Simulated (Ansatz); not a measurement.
Ionic part of the dielectric constant of SiC at 15 GPa, mode by mode

Method: Ansatz 0.2.0, DFT LDA, scalar-relativistic, plane waves, PAW. Plane waves to 420 eV; Γ-centred k mesh 12×12×6; fixed occupations. No spin polarisation. Phonons by linear response, acoustic sum rule imposed.

Symmetry: P6_3mc, No. 186, hexagonal system. The conventional cell has a = 2.998 Å, b = 2.998 Å, c = 4.918 Å, α = 90.00°, β = 90.00°, γ = 120.00°. Si (site symmetry 3m) is surrounded by 4 C at 1.84 to 1.85 Å. Around C (site symmetry 3m) lie 4 Si at 1.84 to 1.85 Å.

The primitive cell has V = 38.28 Å³ and ε∞,yy = 6.758. Each polar mode adds Δε = (4.92064×10⁷/V)·S/ν² along y, with S its oscillator strength in e²/amu, ν in cm⁻¹ and V in Å³.

**Question.** From these modes, find each Δε and ε0,yy.
| ν (cm⁻¹) | S_yy (e²/amu) |
| --- | --- |
| 855.9 | 1.779 |

**Answer.**
```
ν (cm⁻¹)    Δε
   855.9  3.12
```

The sum is 3.121, so ε0,yy = 9.88; the run's tensor has 9.88.

**Question.** Where do the longitudinal modes lie for a wave vector along y?

**Answer.** At 1035 cm⁻¹. The Lyddane–Sachs–Teller product Π(ν_LO/ν_TO)² = 1.46 matches ε0/ε∞ = 1.46.

Cost: 1 run of about 3.7 core-minutes, on Arm Neoverse N1 (shared hosts).

The in-plane static response of this wurtzite-type SiC is mainly electronic: the lattice adds 3.12 to an ε∞ of 6.758. All of the ionic part comes from one polar E1 vibration, in which the Si and C sublattices move against each other in the basal plane. The in-plane E2 modes carry no net dipole by symmetry. The Si–C bond is polar enough to give this motion a sizeable oscillator strength, but stiff, strongly covalent bonds and the light carbon atom place it at 855.9 cm⁻¹. Since the contribution falls with the square of the frequency, the lattice polarisability stays modest.

The same dipole produces the macroscopic field that raises the longitudinal mode to 1035 cm⁻¹, with electronic screening limiting the shift. LDA tends to overestimate that screening, so the true ε∞ is probably somewhat lower. The Lyddane–Sachs–Teller agreement shows that the frequencies and dielectric constants are mutually consistent, not that either is accurate. With a single pressure, the effect of compression on the ionic response remains undetermined.
